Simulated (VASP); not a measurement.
# PtS2 (P-3m1) in VASP: a series of runs, part 2 of 2

VASP 6.6.1. The steps go on from the part before.

## 3. Band structure, SCAN

INCAR

```
SYSTEM = PtS2
  PREC = Accurate
  ENCUT = 520
  EDIFF = 1E-7
  ISMEAR = -1
  SIGMA = 0.05
  LREAL = .False.
  LASPH = .True.
  NELM = 60
  ALGO = Normal
  ISIF = 2
  LWAVE = .False.
  LCHARG = .False.
  LMAXMIX = 4
  METAGGA = SCAN
  LMIXTAU = .True.
  NBANDS = 18
```

KPOINTS

```
Automatic mesh
0
Gamma
  9 9 5
  0 0 0
```

POSCAR

```
PtS2
1.0
    3.5432000000      0.0000000000      0.0000000000
   -1.7716000000      3.0685012107      0.0000000000
    0.0000000000      0.0000000000      5.0388000000
Pt S
1 2
Direct
    0.0000000000      0.0000000000      0.0000000000
    0.6666666667      0.3333333333      0.7730000000
    0.3333333333      0.6666666667      0.2270000000
```

KPOINTS_OPT

```
path GMKGALHA,LM,KH
15
line-mode
reciprocal
 0.0000000000  0.0000000000  0.0000000000  G
 0.5000000000  0.0000000000  0.0000000000  M

 0.5000000000  0.0000000000  0.0000000000  M
 0.3333333333  0.3333333333  0.0000000000  K

 0.3333333333  0.3333333333  0.0000000000  K
 0.0000000000  0.0000000000  0.0000000000  G

 0.0000000000  0.0000000000  0.0000000000  G
 0.0000000000  0.0000000000  0.5000000000  A

 0.0000000000  0.0000000000  0.5000000000  A
 0.5000000000  0.0000000000  0.5000000000  L

 0.5000000000  0.0000000000  0.5000000000  L
 0.3333333333  0.3333333333  0.5000000000  H

 0.3333333333  0.3333333333  0.5000000000  H
 0.0000000000  0.0000000000  0.5000000000  A

 0.5000000000  0.0000000000  0.5000000000  L
 0.5000000000  0.0000000000  0.0000000000  M

 0.3333333333  0.3333333333  0.0000000000  K
 0.3333333333  0.3333333333  0.5000000000  H
```

Potentials or basis: VASP PAW PBE potentials, release 64 (Pt, S).

Command:

```console
$ cat potpaw_PBE.64/Pt/POTCAR potpaw_PBE.64/S/POTCAR > POTCAR
$ mpirun -np 1 vasp_std > vasp.out
```

OUTCAR:

```text
SYSTEM = PtS2
   PREC = Accurate
   ENCUT = 520
   EDIFF = 1E-7
   ISMEAR = -1
   LREAL = .False.
   LASPH = .True.
   NELM = 60
   ISIF = 2
   METAGGA = SCAN

 ion  position               nearest neighbor table
   1  0.000  0.000  0.000-   2 2.34   3 2.34   2 2.34   3 2.34   2 2.34   3 2.34
   2  0.667  0.333  0.773-   1 2.34   1 2.34   1 2.34
   3  0.333  0.667  0.227-   1 2.34   1 2.34   1 2.34

  LATTYP: Found a hexagonal cell.
 ALAT       =     3.5432000000
 C/A-ratio  =     1.4221043125

  Lattice vectors:

 A1 = (   3.5432000000,   0.0000000000,   0.0000000000)
 A2 = (  -1.7716000000,   3.0685012107,   0.0000000000)
 A3 = (   0.0000000000,   0.0000000000,   5.0388000000)

Analysis of symmetry for initial positions (statically):
=====================================================================
 Subroutine PRICEL returns:
 Original cell was already a primitive cell.

 Routine SETGRP: Setting up the symmetry group for a
 hexagonal supercell.

 Subroutine GETGRP returns: Found 12 space group operations
 (whereof 12 operations were pure point group operations)
 out of a pool of 24 trial point group operations.

The static configuration has the point symmetry D_3d.

Analysis of symmetry for dynamics (positions and initial velocities):
=====================================================================
 Subroutine PRICEL returns:
 Original cell was already a primitive cell.

 Routine SETGRP: Setting up the symmetry group for a
 hexagonal supercell.

 Subroutine GETGRP returns: Found 12 space group operations
 (whereof 12 operations were pure point group operations)
 out of a pool of 24 trial point group operations.

The dynamic configuration has the point symmetry D_3d.

 Subroutine INISYM returns: Found 12 space group operations
 (whereof 12 operations are pure point group operations),
 and found     1 'primitive' translations

----------------------------------------------------------------------------------------

                                     Primitive cell

  volume of cell :      54.7834

  direct lattice vectors                    reciprocal lattice vectors
     3.543200000  0.000000000  0.000000000     0.282230752  0.162946001  0.000000000
    -1.771600000  3.068501211  0.000000000     0.000000000  0.325892001  0.000000000
     0.000000000  0.000000000  5.038800000     0.000000000  0.000000000  0.198459951

  length of vectors
     3.543200000  3.543200000  5.038800000     0.325892001  0.325892001  0.198459951

  position of ions in fractional coordinates (direct lattice)
     0.000000000  0.000000000  0.000000000
     0.666666667  0.333333333  0.773000000
     0.333333333  0.666666667  0.227000000

  ion indices of the primitive-cell ions
   primitive index   ion index
                 1           1
                 2           2
                 3           3

----------------------------------------------------------------------------------------

 KPOINTS: Automatic mesh

Automatic generation of k-mesh.
 Grid dimensions read from file:
 generate k-points for:    9    9    5

 Generating k-lattice:

  Cartesian coordinates                     Fractional coordinates (reciprocal lattice)
     0.031358972  0.018105111  0.000000000     0.111111111  0.000000000  0.000000000
     0.000000000  0.036210222  0.000000000     0.000000000  0.111111111  0.000000000
     0.000000000  0.000000000  0.039691990     0.000000000  0.000000000  0.200000000

  Length of vectors
     0.036210222  0.036210222  0.039691990

  Shift w.r.t. Gamma in fractional coordinates (k-lattice)
     0.000000000  0.000000000  0.000000000

 Subroutine IBZKPT returns following result:
 ===========================================

 Found     50 irreducible k-points:

 Following reciprocal coordinates:
            Coordinates               Weight
  0.000000  0.000000  0.000000      1.000000
  0.111111 -0.000000  0.000000      6.000000
  0.222222  0.000000  0.000000      6.000000
  0.333333  0.000000  0.000000      6.000000
  0.444444  0.000000  0.000000      6.000000
  0.111111  0.111111  0.000000      6.000000
[... 16 lines left out ...]
  0.222222  0.111111  0.200000     12.000000
 -0.111111  0.333333  0.200000     12.000000
 [... further k-points ...]
   k-points           NKPTS =     50   k-points in BZ     NKDIM =     50   number of bands    NBANDS=     18
   number of dos      NEDOS =    301   number of ions     NIONS =      3
   total plane-waves  NPLWV =  31360
   dimension x,y,z NGX =    28 NGY =   28 NGZ =   40
   dimension x,y,z NGXF=    56 NGYF=   56 NGZF=   80
   ions per type =               1   2
   NGX,Y,Z   is equivalent  to a cutoff of  13.14, 13.14, 13.20 a.u.
   NGXF,Y,Z  is equivalent  to a cutoff of  26.28, 26.28, 26.39 a.u.
 SYSTEM =  PtS2
   PREC   = accura    normal or accurate (medium, high low for compatibility)
   ISTART =      0    job   : 0-new  1-cont  2-samecut
   ICHARG =      2    charge: 1-file 2-atom 10-const
   ISPIN  =      1    spin polarized calculation?
   LNONCOLLINEAR =      F non collinear calculations
   LSORBIT =      F    spin-orbit coupling
   LASPH  =      T    aspherical Exc in radial PAW
   ENCUT  =  520.0 eV  38.22 Ry    6.18 a.u.   6.59  6.59  9.37*2*pi/ulx,y,z
   NELM   =     60;   NELMIN=  2; NELMDL= -5     # of ELM steps
   EDIFF  = 0.1E-06   stopping-criterion for ELM
   LREAL  =      F    real-space projection
   EDIFFG = 0.1E-05   stopping-criterion for IOM
   NSW    =      0    number of steps for IOM
   IBRION =     -1    ionic relax: 0-MD 1-quasi-New 2-CG
   NFREE  =      0    steps in history (QN), initial steepest desc. (CG)
   ISIF   =      2    stress and relaxation
   ISYM   =      2    0-nonsym 1-usesym 2-fastsym
   POTIM  = 0.5000    time-step for ionic-motion
   TEBEG  =    0.0;   TEEND  =   0.0 temperature during run
   PSTRESS=    0.0 pullay stress
   NELECT =      22.0000    total number of electrons
   NUPDOWN=      -1.0000    fix difference up-down
   EMIN   =  10.00;   EMAX   =-10.00  energy-range for DOS
   EFERMI =   0.00;   METHOD = LEGACY
   ISMEAR =    -1;   SIGMA  =   0.05  broadening in eV -4-tet -1-fermi 0-gaus
   EFERMI_NEDOS =   21; number of points for ismear=-14 and -15
   IALGO  =     38    algorithm
   IMIX   =      4    mixing-type and parameters
     AMIX     =   0.40;   BMIX     =  1.00
     AMIX_MAG =   1.60;   BMIX_MAG =  1.00
  volume/ion in A,a.u.               =      18.26       123.23
  Fermi-wavevector in a.u.,A,eV,Ry     =   1.207812  2.282434 19.848315  1.458810
  Thomas-Fermi vector in A             =   2.343439
   LORBIT       =      0    0 simple, 1 ext, 2 COOP (PROOUT), +10 PAW based schemes
   METAGGA = SCAN    functional components
   LHFCALC =     F    Hartree Fock is set to
   AEXX    =    0.0000 exact exchange contribution
   IVDW    =     0    specifies the selected vdW correction
   LEPSILON=     F    determine dielectric tensor
   LRPA    =     F    only Hartree local field effects (RPA)
 non-spin polarized calculation
  energy-cutoff  :      520.00
  volume of cell :       54.78
 maximum number of plane-waves:      1507
 NGX is ok and might be reduce to    28
   NGX = 13   NGY = 13   NGZ = 19

 number of electron      22.0000001 magnetization

 Free energy of the ion-electron system (eV)
  ---------------------------------------------------
  ext. energy  EPLUGINS =         0.00000000
  ---------------------------------------------------
  free energy    TOTEN  =       -91.01810689 eV

  energy without entropy =      -91.01810654  energy(sigma->0) =      -91.01810672

 E-fermi :   7.1065     XC(G=0): -11.2649

 val. band max:        6.4756513528   @ k =   0.1111  -0.0000   0.0000
 cond. band min:       7.7751391210   @ k =   0.0000   0.3333   0.2000
 fundamental gap:      1.2994877682
 Fermi energy:         7.1064630350

 k-point     1 :       0.0000    0.0000    0.0000
  band No.  band energies     occupation
      1      -9.7999      2.00000
      2      -6.3854      2.00000
      3      -0.8138      2.00000
      4      -0.8138      2.00000
      5      -0.7478      2.00000
      6       2.2522      2.00000
[... 10 lines left out ...]
     17      14.7630      0.00000
     18      19.1810      0.00000
[... 466 lines left out ...]
      2      -7.0273      2.00000
      3      -0.5960      2.00000
      4      -0.2383      2.00000
      5       0.5232      2.00000
      6       1.0008      2.00000
[... 10 lines left out ...]
     17      15.5558      0.00000
     18      17.6073      0.00000

 [... further k-points ...]

------------------------ aborting loop because EDIFF is reached ----------------------------------------

  FORCE on cell =-STRESS in cart. coord.  units (eV):
  Direction    XX          YY          ZZ          XY          YZ          ZX
  --------------------------------------------------------------------------------------
  -------------------------------------------------------------------------------------
  Total        1.7096431      1.7096431      2.3263620      0.0000000      0.0000000      0.0000000
  in kB       49.9996499     49.9996499     68.0360024      0.0000000      0.0000000      0.0000000
  external PRESSURE =      56.0117674 kB  Pullay stress =       0.0000000 kB

 VOLUME and BASIS-vectors are now :
 -----------------------------------------------------------------------------
  energy-cutoff  :      520.00
  volume of cell :       54.78
      direct lattice vectors                 reciprocal lattice vectors
     3.543200000  0.000000000  0.000000000     0.282230752  0.162946001  0.000000000
    -1.771600000  3.068501211  0.000000000     0.000000000  0.325892001  0.000000000
     0.000000000  0.000000000  5.038800000     0.000000000  0.000000000  0.198459951

 POSITION                                       TOTAL-FORCE (eV/Angst)
 -----------------------------------------------------------------------------------
      0.00000      0.00000      0.00000         0.000000      0.000000      0.000000
      1.77160      1.02283      3.89499        -0.000000      0.000000     -0.861940
     -0.00000      2.04567      1.14381         0.000000      0.000000      0.861940
 -----------------------------------------------------------------------------------
    total drift:                                0.000000     -0.000000      0.000000

  FREE ENERGIE OF THE ION-ELECTRON SYSTEM (eV)
  ---------------------------------------------------
  free  energy   TOTEN  =       -91.0181068934 eV

  energy  without entropy=      -91.0181065393  energy(sigma->0) =      -91.01810672
```

Wall time 3.7 min (1 thread of Intel Xeon 6975P-C (Granite Rapids), shared host); peak memory 0.22 GiB.

Results:

```
Free energy             : -91.0181 eV
Pressure                : 5.6 GPa
Largest force           : 0.862 eV/Å
Band gap on the k mesh  : 1.30 eV, indirect (least direct gap 1.36 eV)
Band gap along the path : 1.26 eV, indirect (least direct gap 1.86 eV)
```

Forces on the atoms (eV/Å):
```
Pt   0.000  0.000  0.000
S    0.000  0.000 -0.862
S    0.000  0.000  0.862
```

Levels at the corners of the path, in eV from the valence-band top:
| point | band 7 | band 8 | band 9 | band 10 | band 11 | band 12 | band 13 | band 14 | band 15 | band 16 |
| --- | --- | --- | --- | --- | --- | --- | --- | --- | --- | --- |
| Γ | -4.23 | -1.98 | -1.22 | -1.22 | -0.07 | 2.75 | 2.75 | 5.14 | 6.16 | 8.28 |
| M | -3.59 | -3.58 | -3.50 | -3.10 | -2.46 | 2.06 | 3.16 | 5.78 | 6.96 | 8.70 |
| M | -3.59 | -3.58 | -3.50 | -3.10 | -2.46 | 2.06 | 3.16 | 5.78 | 6.96 | 8.70 |
| K | -4.76 | -3.94 | -2.85 | -1.63 | -1.63 | 1.33 | 1.33 | 5.87 | 8.51 | 9.93 |
| K | -4.76 | -3.94 | -2.85 | -1.63 | -1.63 | 1.33 | 1.33 | 5.87 | 8.51 | 9.93 |
| Γ | -4.23 | -1.98 | -1.22 | -1.22 | -0.07 | 2.75 | 2.75 | 5.14 | 6.16 | 8.28 |
| Γ | -4.23 | -1.98 | -1.22 | -1.22 | -0.07 | 2.75 | 2.75 | 5.14 | 6.16 | 8.28 |
| A | -4.26 | -2.51 | -1.41 | -1.41 | -1.03 | 3.25 | 3.25 | 5.84 | 7.77 | 7.91 |
| A | -4.26 | -2.51 | -1.41 | -1.41 | -1.03 | 3.25 | 3.25 | 5.84 | 7.77 | 7.91 |
| L | -3.60 | -3.51 | -3.26 | -2.89 | -1.44 | 2.37 | 2.69 | 5.62 | 5.96 | 8.31 |
| L | -3.60 | -3.51 | -3.26 | -2.89 | -1.44 | 2.37 | 2.69 | 5.62 | 5.96 | 8.31 |
| H | -4.52 | -3.82 | -3.73 | -2.04 | -2.04 | 2.52 | 2.52 | 7.49 | 8.41 | 8.69 |
| H | -4.52 | -3.82 | -3.73 | -2.04 | -2.04 | 2.52 | 2.52 | 7.49 | 8.41 | 8.69 |
| A | -4.26 | -2.51 | -1.41 | -1.41 | -1.03 | 3.25 | 3.25 | 5.84 | 7.77 | 7.91 |
| L | -3.60 | -3.51 | -3.26 | -2.89 | -1.44 | 2.37 | 2.69 | 5.62 | 5.96 | 8.31 |
| M | -3.59 | -3.58 | -3.50 | -3.10 | -2.46 | 2.06 | 3.16 | 5.78 | 6.96 | 8.70 |
| K | -4.76 | -3.94 | -2.85 | -1.63 | -1.63 | 1.33 | 1.33 | 5.87 | 8.51 | 9.93 |
| H | -4.52 | -3.82 | -3.73 | -2.04 | -2.04 | 2.52 | 2.52 | 7.49 | 8.41 | 8.69 |

Caveat: the PAW data sets were made with another functional, which shifts forces and pressure a little; spin-orbit coupling is left out, which moves the levels of the heavy elements. SCAN opens gaps a little over a GGA but as a rule still falls short of measured ones.

## 4. Band structure, SCAN, spin-orbit coupling, no magnetisation

INCAR

```
PREC     = Accurate       # precision mode
ENCUT    = 520            # plane-wave cutoff, eV
EDIFF    = 1E-6           # SCF threshold, eV
ISMEAR   = -1             # smearing method
SIGMA    = 0.05           # smearing width, eV
LREAL    = False          # projectors in reciprocal space
LASPH    = True           # aspherical terms in the spheres
NELM     = 80             # most SCF steps
ALGO     = Normal         # electronic algorithm
ISIF     = 2              # what is computed and relaxed
LWAVE    = False          # write WAVECAR
LCHARG   = False          # write CHGCAR
MAGMOM   = 0 0 0 0 0 0 0 0 0 # initial moments
LORBIT   = 11             # projections on sites
LSORBIT  = True           # spin-orbit coupling
GGA_COMPAT= False        
LMAXMIX  = 4              # l up to which the mixer works
METAGGA  = SCAN           # meta-GGA
LMIXTAU  = True         
NBANDS   = 35             # bands
```

KPOINTS

```
regular mesh
0
Gamma
  7 7 4
```

POSCAR is that of step 3.

KPOINTS_OPT: that of step 3 with these lines changed.

```diff
@@ -1,3 +1,3 @@
 path GMKGALHA,LM,KH
-15
+20
 line-mode
```

Command:

```console
$ cat potpaw_PBE.64/Pt/POTCAR potpaw_PBE.64/S/POTCAR > POTCAR
$ mpirun -np 1 vasp_ncl > vasp.out
```

Wall time 20 min (1 thread of Intel Xeon 6975P-C (Granite Rapids), shared host); peak memory 0.43 GiB.

The run converged. Its results:

| Quantity | Value |
| --- | --- |
| Free energy | -91.3816 eV |
| Pressure | 5.7 GPa |
| Largest force | 0.887 eV/Å |
| Valence electrons inside the program's atomic spheres | Pt 9.52; S 3.67 |

Forces in eV/Å, atoms in the order of the input:
```
Pt   0.000  0.000  0.000
S    0.000  0.000 -0.887
S    0.000  0.000  0.887
```

Stress tensor (GPa, compression positive):
```
5.07 0.00 0.00
0.00 5.07 0.00
0.00 0.00 7.05
```

Caveat: the PAW data sets were made with another functional, which shifts forces and pressure a little.

## 5. For comparison

An earlier run on the cell as given: functional PBEsol; potentials or basis VASP PAW PBE potentials, release 64 (Pt, S); cutoff 520 eV; k mesh 9 × 9 × 5; occupations fermi-dirac, width 0.05 eV; no spin polarisation.

* Pressure: 6.1 GPa
* Largest force: 0.930 eV/Å
* Band gap on the k mesh: 0.96 eV, indirect (least direct gap 1.00 eV)

## 6. Overview

```tsv
task	level	spin	k mesh	ladder	gap on the mesh (eV)	pressure (GPa)	largest force (eV/Å)
band structure	r2SCAN	SOC, no magnetisation	7 × 7 × 4	-	-	9.4	1.24
band structure	SCAN	off	9 × 9 × 5	-	1.30	5.6	0.86
band structure	SCAN	SOC, no magnetisation	7 × 7 × 4	-	-	5.7	0.89
single point	PBEsol	off	9 × 9 × 5	free	0.96	6.1	0.93
```

Alike in all rows: potentials or basis VASP PAW PBE potentials, release 64 (Pt, S); cell as given; cutoff (eV) 520; smearing fermi-dirac 0.05 eV.

The pressure there spans 5.6 GPa (SCAN) to 9.4 GPa (r2SCAN); a positive pressure means that this level wants a larger cell, a negative one a smaller.

Caveats: the PAW data sets were made with another functional, which shifts forces and pressure a little; spin-orbit coupling is left out, which moves the levels of the heavy elements (some runs); an odd mesh through Γ misses points on the zone boundary, where band edges often lie (some runs).

Absolute energies hang on the potentials; compare differences alone.
